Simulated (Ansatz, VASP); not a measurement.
**One calculation of Ge2Sb2Te5, two programs**

```
Te Sb Ge
1.0
     6.83914   -3.06601    0.00000
     6.83914    3.06601    0.00000
    -6.83098    0.00000    6.84761
Te Sb Ge
5 2 2
Direct
  0.59470 0.59470 0.38643
  0.79529 0.79529 0.19611
  0.00832 0.00832 0.00643
  0.20652 0.20652 0.80980
  0.39996 0.39996 0.59712
  0.90171 0.90171 0.58787
  0.11187 0.11187 0.41735
  0.28429 0.28429 0.18783
  0.49734 0.49734 0.01104
```

The cell comes from a database or a generator and needn't be the stable form of this composition.

Alike in both runs: task band structure; functional PBE; k mesh 4 × 4 × 3; occupations fermi-dirac, width 0.05 eV; no spin polarisation.

```csv
,VASP,Ansatz
version,VASP 6.6.1,Ansatz 0.2.0
potentials or method,"VASP PAW PBE potentials, release 64 (Te, Sb, Ge_d)",Ansatz PAW
plane-wave cutoff (eV),520,420
valence electrons in the cell,68,138
```

```tsv
	VASP	Ansatz	Ansatz less VASP
gap on the k mesh at the Fermi level (eV)	0.06	0.06	+0.002
least direct gap on the mesh (eV)	0.06	0.06	+0.002
gap along the band path (eV)	0.06	0.06	+0.002
pressure (GPa)	-0.2	-0.1	+0.02
largest component of the traceless stress (GPa)	0.10	0.10	0.000
rms of the force components (eV/Å)	0.043	0.045	+0.0024
```

Atom by atom the forces differ by 0.005 eV/Å (rms over components). With one functional, cell and mesh, what is left measures potentials, basis and numerics. The two sets of potentials don't hold the same shells in valence.

Caveats: spin-orbit coupling is left out, which moves the levels of the heavy elements.
